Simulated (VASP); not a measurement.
Input of a VASP 6.6.1 run:

File POSCAR:

```
Y
1.0
    3.5951100000      0.0000000000      0.0000000000
   -1.7975500000      3.1134500000      0.0000000000
    0.0000000000      0.0000000000      5.5790000000
Y
2
Direct
    0.3333300000      0.6666700000      0.2500000000
    0.6666700000      0.3333300000      0.7500000000
```

File INCAR.step1:

```
SYSTEM = Y
  ALGO = Normal
  EDIFF = 1E-5
  ENCUT = 520
  GGA = PE
  ISIF = 2
  ISMEAR = 0
  LASPH = .TRUE.
  LCHARG = .FALSE.
  LREAL = .FALSE.
  LWAVE = .TRUE.
  NELM = 60
  PREC = Accurate
  SIGMA = 0.1
```

INCAR.step2

```
SYSTEM = Y
  AEXX = 0.25
  ALGO = Normal
  EDIFF = 1E-6
  ENCUT = 520
  GGA = PE
  ISIF = 2
  ISMEAR = 0
  ISTART = 1
  LASPH = .TRUE.
  LCHARG = .FALSE.
  LHFCALC = .TRUE.
  LREAL = .FALSE.
  LWAVE = .FALSE.
  NELM = 60
  PREC = Accurate
  PRECFOCK = Fast
  SIGMA = 0.1
```

KPOINTS

```
k-points
0
G
  6 6 4
  0 0 0
```

Potentials or basis: VASP PAW PBE potentials, release 64 (Y_sv).

Run with:

```sh
$ cat potpaw_PBE.64/Y_sv/POTCAR > POTCAR
$ cp INCAR.step1 INCAR
$ mpirun -np 1 vasp_std > vasp.out
$ cp INCAR.step2 INCAR
$ mpirun -np 1 vasp_std > vasp.out
```

Question: Predict the largest force.

Answer: 0.004 eV/Å.

Question: What does it give for the band gap on the k mesh?

Answer: None (metal or under the smearing width).

Forces on the atoms (eV/Å):
```
Y   -0.003  0.002  0.000
Y    0.003 -0.002  0.000
```

Caveat: the PAW data sets were made with another functional, which shifts forces and pressure a little.
